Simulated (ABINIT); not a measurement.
W:

```
W
1.0
    -1.58234    1.58234    1.58234
     1.58234   -1.58234    1.58234
     1.58234    1.58234   -1.58234
W
1
Cartesian
  0.0000 0.0000 0.0000
```

```yaml
Program: ABINIT 10.8.3 (patched build)
Task: single point
Functional: PBE
Potentials_or_basis: JTH PAW PBE v2.0
Cutoff: 435 eV
k_mesh: 12 × 12 × 12
Occupations: fermi-dirac, width 0.05 eV
Spin: no spin polarisation
```

On this cell: pressure 5.3 GPa; band gap on the k mesh none (metal or under the smearing width).

The same run follows on a disturbed copy (cell strained at random at fixed volume):

```
W
1.0
    -1.54480    1.61508    1.63102
     1.57115   -1.54525    1.58754
     1.54570    1.54614   -1.56120
W
1
Direct
  0.01093 0.00770 0.02297
```

**Question.** What changes?

**Answer.** The energy (extrapolated to zero smearing) moves by +23.6 meV/atom; pressure 5.5 GPa; band gap on the k mesh none (metal or under the smearing width).

Stress tensor (GPa, compression positive):
```
11.22  0.62 -2.23
 0.62  5.46 -6.40
-2.23 -6.40 -0.03
```
